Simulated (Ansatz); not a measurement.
FeO (Wuestite):

```xyz
2
Lattice="1.5188 0.8769 2.5196 -1.5188 0.8769 2.5196 0.0000 -1.7538 2.5196" Properties=species:S:1:pos:R:3 pbc="T T T"
Fe    0.0000    0.0000    0.0000
O     0.0000    0.0000    3.7794
```

Base run:

| Item | Value |
| --- | --- |
| Program | Ansatz 0.2.0 |
| Functional | PBEsol |
| Potentials or basis | all-electron LAPW, scalar-relativistic |
| Cutoff | 348 eV |
| Density cutoff | 1391 eV |
| Basis error allowed | 0.001 eV/atom |
| k mesh | 11 × 11 × 11 |
| Occupations | fermi-dirac, width 0.05 eV |
| Spin | collinear spin, ferromagnetic start |
| Starting moments | [3.0, 0.0] μB |

Its results: pressure -9.5 GPa; net moment 4.00 μB per cell; site moments Fe +3.62; O +0.32 μB.

Question: The run is repeated on the same cell with these changes: functional from PBEsol to LDA. What comes out?

Answer: Pressure -16.4 GPa; net moment 4.00 μB per cell; site moments Fe +3.59; O +0.34 μB.

LDA binds more tightly than PBEsol, so the same cell stands under less pressure.

Caveats: a cell with one magnetic atom can't hold antiferromagnetic order, which such compounds often take.

Not every run made on this cell is shown here.
